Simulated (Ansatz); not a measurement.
NbN at 3 GPa (stress–strain coefficients): relaxed-ion elastic tensor

Theory: Ansatz, DFT PBEsol, scalar-relativistic, plane waves, PAW. Cutoff 420 eV, 16×16×16 k-points (Γ-centred), Fermi-Dirac smearing of 0.15 eV. No spin polarisation.

The cell, relaxed at 3 GPa:
```xyz
2
Lattice="0.0000 2.1844 2.1844 2.1844 0.0000 2.1844 2.1844 2.1844 0.0000" Properties=species:S:1:pos:R:3 pbc="T T T"
Nb    2.1844    2.1844    2.1844
N     0.0000    0.0000    0.0000
```

In a metal, frequencies and elastic constants depend on the k mesh and the smearing, soft modes and shear constants most.

Question: Give the relaxed-ion elastic constants (GPa, Voigt order xx yy zz yz xz xy, on the axes of the cell above).

Answer:
```
739.8 147.1 147.1   0.0   0.0   0.0
147.1 739.8 147.1   0.0   0.0   0.0
147.1 147.1 739.8   0.0   0.0   0.0
  0.0   0.0   0.0  81.8   0.0   0.0
  0.0   0.0   0.0   0.0  81.8   0.0
  0.0   0.0   0.0   0.0   0.0  81.8
```

Question: Is the crystal stable against homogeneous strain?

Answer: Yes: the least eigenvalue of the tensor is 81.8 GPa.

Question: And the moduli of a polycrystal (Hill averages)?

Answer: B = 345 GPa, G = 141 GPa, E = 373 GPa, ν = 0.32.

Cost: 1 run of about 0.99 core-minutes, on AMD EPYC 7R43 (Zen 3) (shared hosts).